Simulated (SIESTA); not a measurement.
FePt (Tetraferroplatinum):

```
Pt Fe
1.0
     2.72350    0.00000    0.00000
     0.00000    2.72350    0.00000
     0.00000    0.00000    3.72000
Pt Fe
1 1
Direct
  0.50000 0.50000 0.50000
  0.00000 0.00000 0.00000
```

Base run:

```yaml
Program: SIESTA 5.4.2
Functional: RPBE
Potentials_or_basis: PseudoDojo 0.4 standard (PBE files)
Basis: DZP (energy shift 0.003 Ry; two zetas on semicore shells)
Grid_cutoff: 800 Ry
Energy_shift: 0.003 Ry
k_mesh: 10 × 10 × 7
Occupations: fermi-dirac, width 0.05 eV
Spin: collinear spin, ferromagnetic start
Starting_moments: "[0.0, 3.0] μB"
```

Its results: band gap on the k mesh none (metal or under the smearing width); pressure 10.4 GPa; net moment 3.39 μB per cell; site moments Pt +0.26; Fe +3.13 μB.

Q: The run is repeated on the same cell with these changes: functional from RPBE to BLYP. What comes out?

A: Band gap on the k mesh none (metal or under the smearing width); pressure 15.7 GPa; net moment 3.30 μB per cell; site moments Pt +0.26; Fe +3.04 μB.

Caveats: short orbitals over semicore shells can move pressures by several GPa; the potentials were made for another functional, which shifts forces and pressure; spin-orbit coupling is left out, which moves the levels of the heavy elements; the basis of atomic orbitals isn't converged, which shifts pressures, moduli and gaps; so large a pressure means that the cell lies far from this level's equilibrium, or that cutoff or potentials fall short (some runs).
